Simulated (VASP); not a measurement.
# GaP (F-43m) in VASP: further runs

The runs below take GaP through single point, with PBE, LDA.

Program: VASP 6.6.1. These are calculated values, not measurements. Logs are shortened: lines on timing, memory, paths and dates and some standing lists are left out, and cuts for length are marked.

**Measured values to compare with.**

“Stacking defects in GaP nanowires: Electronic structure and optical properties”, 2018, arxiv:1810.01194 quotes, for a bulk crystal of GaP at 10 K: band gap 2.34 eV (indirect).

The results are compared with them further down.

## (1) The crystal as given

It takes space group F-43m (No. 216, cubic). Conventional cell: a = 5.451 Å, b = 5.451 Å, c = 5.451 Å, α = 90.00°, β = 90.00°, γ = 90.00°. Ga (site symmetry -43m) has 4 P at 2.36 Å as nearest neighbours. Around P (site symmetry -43m) lie 4 Ga at 2.36 Å.

## (2) Single point, PBE

The input, INCAR:

```
SYSTEM = GaP
ALGO = Normal
EDIFF = 1E-6
ENCUT = 520
GGA = PE
ISIF = 2
ISMEAR = 0
LASPH = .TRUE.
LCHARG = .FALSE.
LREAL = .FALSE.
LWAVE = .FALSE.
NBANDS = 16
NELM = 100
PREC = Accurate
SIGMA = 0.025
```

The input, KPOINTS:

```
k-points
0
G
  8 8 8
  0 0 0
```

The input, POSCAR:

```
GaP
1.0
    0.0000000000      2.7252500000      2.7252500000
    2.7252500000      0.0000000000      2.7252500000
    2.7252500000      2.7252500000      0.0000000000
Ga P
1 1
Direct
    0.0000000000      0.0000000000      0.0000000000
    0.7500000000      0.7500000000      0.7500000000
```

Potentials or basis: VASP PAW PBE potentials, release 64 (Ga_d, P).

Launch:

```console
cat potpaw_PBE.64/Ga_d/POTCAR potpaw_PBE.64/P/POTCAR > POTCAR
mpirun -np 1 vasp_std > vasp.out
```

OUTCAR:

```text
SYSTEM = GaP
   EDIFF = 1E-6
   ENCUT = 520
   GGA = PE
   ISIF = 2
   ISMEAR = 0
   LASPH = .TRUE.
   LREAL = .FALSE.
   NELM = 100
   PREC = Accurate

 ion  position               nearest neighbor table
   1  0.000  0.000  0.000-   2 2.36   2 2.36   2 2.36   2 2.36
   2  0.750  0.750  0.750-   1 2.36   1 2.36   1 2.36   1 2.36

  LATTYP: Found a face centered cubic cell.
 ALAT       =     5.4505000000

  Lattice vectors:

 A1 = (   0.0000000000,   2.7252500000,   2.7252500000)
 A2 = (   2.7252500000,   0.0000000000,   2.7252500000)
 A3 = (   2.7252500000,   2.7252500000,   0.0000000000)

Analysis of symmetry for initial positions (statically):
=====================================================================
 Subroutine PRICEL returns:
 Original cell was already a primitive cell.

 Routine SETGRP: Setting up the symmetry group for a
 face centered cubic supercell.

 Subroutine GETGRP returns: Found 24 space group operations
 (whereof 24 operations were pure point group operations)
 out of a pool of 48 trial point group operations.

The static configuration has the point symmetry T_d .

Analysis of symmetry for dynamics (positions and initial velocities):
=====================================================================
 Subroutine PRICEL returns:
 Original cell was already a primitive cell.

 Routine SETGRP: Setting up the symmetry group for a
 face centered cubic supercell.

 Subroutine GETGRP returns: Found 24 space group operations
 (whereof 24 operations were pure point group operations)
 out of a pool of 48 trial point group operations.

The dynamic configuration has the point symmetry T_d .

 Subroutine INISYM returns: Found 24 space group operations
 (whereof 24 operations are pure point group operations),
 and found     1 'primitive' translations

----------------------------------------------------------------------------------------

                                     Primitive cell

  volume of cell :      40.4808

  direct lattice vectors                    reciprocal lattice vectors
     0.000000000  2.725250000  2.725250000    -0.183469406  0.183469406  0.183469406
     2.725250000  0.000000000  2.725250000     0.183469406 -0.183469406  0.183469406
     2.725250000  2.725250000  0.000000000     0.183469406  0.183469406 -0.183469406

  length of vectors
     3.854085511  3.854085511  3.854085511     0.317778334  0.317778334  0.317778334

  position of ions in fractional coordinates (direct lattice)
     0.000000000  0.000000000  0.000000000
     0.750000000  0.750000000  0.750000000

  ion indices of the primitive-cell ions
   primitive index   ion index
                 1           1
                 2           2

----------------------------------------------------------------------------------------

 KPOINTS: k-points

Automatic generation of k-mesh.
 Grid dimensions read from file:
 generate k-points for:    8    8    8

 Generating k-lattice:

  Cartesian coordinates                     Fractional coordinates (reciprocal lattice)
    -0.022933676  0.022933676  0.022933676     0.125000000  0.000000000  0.000000000
     0.022933676 -0.022933676  0.022933676     0.000000000  0.125000000  0.000000000
     0.022933676  0.022933676 -0.022933676     0.000000000  0.000000000  0.125000000

  Length of vectors
     0.039722292  0.039722292  0.039722292

  Shift w.r.t. Gamma in fractional coordinates (k-lattice)
     0.000000000  0.000000000  0.000000000

 Subroutine IBZKPT returns following result:
 ===========================================

 Found     29 irreducible k-points:

 Following reciprocal coordinates:
            Coordinates               Weight
  0.000000  0.000000  0.000000      1.000000
  0.125000  0.000000  0.000000      8.000000
  0.250000  0.000000  0.000000      8.000000
  0.375000  0.000000  0.000000      8.000000
  0.500000  0.000000  0.000000      4.000000
  0.125000  0.125000  0.000000      6.000000
[... 16 lines left out ...]
  0.500000  0.250000  0.125000     48.000000
 -0.375000  0.250000  0.125000     24.000000
 [... further k-points ...]
   k-points           NKPTS =     29   k-points in BZ     NKDIM =     29   number of bands    NBANDS=     16
   number of dos      NEDOS =    301   number of ions     NIONS =      2
   total plane-waves  NPLWV =  27000
   dimension x,y,z NGX =    30 NGY =   30 NGZ =   30
   dimension x,y,z NGXF=    60 NGYF=   60 NGZF=   60
   ions per type =               1   1
   NGX,Y,Z   is equivalent  to a cutoff of  12.94, 12.94, 12.94 a.u.
   NGXF,Y,Z  is equivalent  to a cutoff of  25.88, 25.88, 25.88 a.u.
 SYSTEM =  GaP
   PREC   = accura    normal or accurate (medium, high low for compatibility)
   ISTART =      0    job   : 0-new  1-cont  2-samecut
   ICHARG =      2    charge: 1-file 2-atom 10-const
   ISPIN  =      1    spin polarized calculation?
   LNONCOLLINEAR =      F non collinear calculations
   LSORBIT =      F    spin-orbit coupling
   LASPH  =      T    aspherical Exc in radial PAW
   ENCUT  =  520.0 eV  38.22 Ry    6.18 a.u.   7.17  7.17  7.17*2*pi/ulx,y,z
   NELM   =    100;   NELMIN=  2; NELMDL= -5     # of ELM steps
   EDIFF  = 0.1E-05   stopping-criterion for ELM
   LREAL  =      F    real-space projection
   EDIFFG = 0.1E-04   stopping-criterion for IOM
   NSW    =      0    number of steps for IOM
   IBRION =     -1    ionic relax: 0-MD 1-quasi-New 2-CG
   NFREE  =      0    steps in history (QN), initial steepest desc. (CG)
   ISIF   =      2    stress and relaxation
   ISYM   =      2    0-nonsym 1-usesym 2-fastsym
   POTIM  = 0.5000    time-step for ionic-motion
   TEBEG  =    0.0;   TEEND  =   0.0 temperature during run
   PSTRESS=    0.0 pullay stress
   NELECT =      18.0000    total number of electrons
   NUPDOWN=      -1.0000    fix difference up-down
   EMIN   =  10.00;   EMAX   =-10.00  energy-range for DOS
   EFERMI =   0.00;   METHOD = LEGACY
   ISMEAR =     0;   SIGMA  =   0.03  broadening in eV -4-tet -1-fermi 0-gaus
   EFERMI_NEDOS =   21; number of points for ismear=-14 and -15
   IALGO  =     38    algorithm
   IMIX   =      4    mixing-type and parameters
     AMIX     =   0.40;   BMIX     =  1.00
     AMIX_MAG =   1.60;   BMIX_MAG =  1.00
  volume/ion in A,a.u.               =      20.24       136.59
  Fermi-wavevector in a.u.,A,eV,Ry     =   1.249538  2.361284 21.243377  1.561344
  Thomas-Fermi vector in A             =   2.383574
   LORBIT       =      0    0 simple, 1 ext, 2 COOP (PROOUT), +10 PAW based schemes
   GGA     = PE    functional components
   LHFCALC =     F    Hartree Fock is set to
   AEXX    =    0.0000 exact exchange contribution
   IVDW    =     0    specifies the selected vdW correction
   LEPSILON=     F    determine dielectric tensor
   LRPA    =     F    only Hartree local field effects (RPA)
 non-spin polarized calculation
 Gauss-broadening in eV      SIGMA  =   0.03
  energy-cutoff  :      520.00
  volume of cell :       40.48
 maximum number of plane-waves:      1106
 NGX is ok and might be reduce to    30
   NGX = 15   NGY = 15   NGZ = 15

 number of electron      17.9999989 magnetization

 Free energy of the ion-electron system (eV)
  ---------------------------------------------------
  ext. energy  EPLUGINS =         0.00000000
  ---------------------------------------------------
  free energy    TOTEN  =        -9.11612110 eV

  energy without entropy =       -9.11612110  energy(sigma->0) =       -9.11612110

 E-fermi :   4.7752     XC(G=0):  -9.8330

 val. band max:        4.6522415779   @ k =   0.0000   0.0000   0.0000
 cond. band min:       6.2940603726   @ k =   0.3750   0.3750   0.0000
 fundamental gap:      1.6418187947
 Fermi energy:         4.7751679118

 k-point     1 :       0.0000    0.0000    0.0000
  band No.  band energies     occupation
      1      -9.8985      2.00000
      2      -9.8985      2.00000
      3      -9.8985      2.00000
      4      -9.7988      2.00000
      5      -9.7988      2.00000
      6      -7.8395      2.00000
[... 8 lines left out ...]
     15      14.4398      0.00000
     16      14.4398      0.00000

 k-point     2 :       0.1250    0.0000    0.0000
  band No.  band energies     occupation
      1      -9.9123      2.00000
      2      -9.8938      2.00000
      3      -9.8938      2.00000
      4      -9.7989      2.00000
      5      -9.7989      2.00000
      6      -7.6370      2.00000
[... 8 lines left out ...]
     15      13.8172      0.00000
     16      14.3545      0.00000

 k-point     3 :       0.2500    0.0000    0.0000
  band No.  band energies     occupation
      1      -9.9424      2.00000
      2      -9.8838      2.00000
      3      -9.8838      2.00000
      4      -9.7976      2.00000
      5      -9.7976      2.00000
      6      -7.0635      2.00000
[... 8 lines left out ...]
     15      13.6346      0.00000
     16      14.5812      0.00000

 k-point     4 :       0.3750    0.0000    0.0000
  band No.  band energies     occupation
      1      -9.9696      2.00000
      2      -9.8762      2.00000
      3      -9.8762      2.00000
      4      -9.7938      2.00000
      5      -9.7938      2.00000
      6      -6.2637      2.00000
[... 8 lines left out ...]
     15      14.8317      0.00000
     16      14.8317      0.00000
[... 324 lines left out ...]
 k-point    22 :       0.3750    0.2500    0.1250
  band No.  band energies     occupation
      1      -9.9656      2.00000
      2      -9.8719      2.00000
      3      -9.8679      2.00000
      4      -9.8096      2.00000
      5      -9.7898      2.00000
      6      -6.5757      2.00000
[... 8 lines left out ...]
     15      15.7740      0.00000
     16      17.0757      0.00000

 k-point    23 :       0.5000    0.2500    0.1250
  band No.  band energies     occupation
      1      -9.9810      2.00000
      2      -9.8682      2.00000
      3      -9.8588      2.00000
      4      -9.8075      2.00000
      5      -9.7899      2.00000
      6      -5.8223      2.00000
[... 8 lines left out ...]
     15      16.1966      0.00000
     16      17.4870      0.00000

 k-point    24 :      -0.3750    0.2500    0.1250
  band No.  band energies     occupation
      1      -9.9867      2.00000
      2      -9.8676      2.00000
      3      -9.8556      2.00000
      4      -9.8039      2.00000
      5      -9.7915      2.00000
      6      -5.3676      2.00000
[... 8 lines left out ...]
     15      16.6573      0.00000
     16      17.1621      0.00000

 [... further k-points ...]
[... 5 lines left out ...]
  --------------------------------------------------------------------------------------
  -------------------------------------------------------------------------------------
  Total        0.6120444      0.6120444      0.6120444      0.0000000      0.0000000      0.0000000
  in kB       24.2239237     24.2239237     24.2239237      0.0000000      0.0000000      0.0000000
  external PRESSURE =      24.2239237 kB  Pullay stress =       0.0000000 kB

 VOLUME and BASIS-vectors are now :
 -----------------------------------------------------------------------------
  energy-cutoff  :      520.00
  volume of cell :       40.48
      direct lattice vectors                 reciprocal lattice vectors
     0.000000000  2.725250000  2.725250000    -0.183469406  0.183469406  0.183469406
     2.725250000  0.000000000  2.725250000     0.183469406 -0.183469406  0.183469406
     2.725250000  2.725250000  0.000000000     0.183469406  0.183469406 -0.183469406

 POSITION                                       TOTAL-FORCE (eV/Angst)
 -----------------------------------------------------------------------------------
      0.00000      0.00000      0.00000        -0.000000     -0.000000     -0.000000
      4.08788      4.08788      4.08788         0.000000      0.000000      0.000000
 -----------------------------------------------------------------------------------
    total drift:                               -0.000002     -0.000002     -0.000002

  FREE ENERGIE OF THE ION-ELECTRON SYSTEM (eV)
  ---------------------------------------------------
  free  energy   TOTEN  =        -9.1161211020 eV

  energy  without entropy=       -9.1161211020  energy(sigma->0) =       -9.11612110
```

It took 16 s on 1 thread of Intel Xeon Platinum 8375C at 2.90GHz (Ice Lake), shared host; peak memory 0.17 GiB.

What came out:

| Item | Value |
| --- | --- |
| Free energy | -9.1161 eV |
| Pressure | 2.4 GPa |
| Band gap on the k mesh | 1.64 eV, indirect (least direct gap 1.83 eV) |

Levels at points of the mesh, in eV from the valence-band top:
```tsv
k point	band 7	band 8	band 9	band 10	band 11	band 12
(0.00, 0.00, 0.00)	0.00	0.00	0.00	1.83	3.89	3.89
(0.50, 0.00, 0.00)	-6.63	-1.12	-1.12	1.67	4.72	4.72
(0.50, 0.50, 0.00)	-6.75	-2.68	-2.68	1.65	1.82	10.60
```

(Part 1 of 2 ends here.)
